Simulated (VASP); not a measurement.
A run of VASP 6.6.1 is set up as follows.

Contents of INCAR:

```
PREC = Accurate
ENCUT = 520
EDIFF = 1E-7
ISMEAR = 0
SIGMA = 0.05
LREAL = False
LASPH = True
NELM = 100
ALGO = Fast
ISIF = 2
LWAVE = False
LCHARG = False
GGA = PS
NBANDS = 18
```

Contents of KPOINTS:

```
regular mesh
0
Gamma
  14 14 14
```

The input POSCAR:

```
Yb
1.0
    0.0000000000      2.5394688052      2.5394688052
    2.5394688052      0.0000000000      2.5394688052
    2.5394688052      2.5394688052      0.0000000000
Yb
1
Direct
    0.0000000000      0.0000000000      0.0000000000
```

Potentials or basis: VASP PAW PBE potentials, release 64 (Yb).

Command:

```bash
$ cat potpaw_PBE.64/Yb/POTCAR > POTCAR
$ mpirun -np 1 vasp_std > vasp.out
```

**Question.** Predict the pressure.

**Answer.** -0.4 GPa.

**Question.** Predict the band gap on the k mesh.

**Answer.** None (metal or under the smearing width).

Caveat: the PAW data sets were made with another functional, which shifts forces and pressure a little. Spin-orbit coupling is left out, which matters for the levels of Yb.
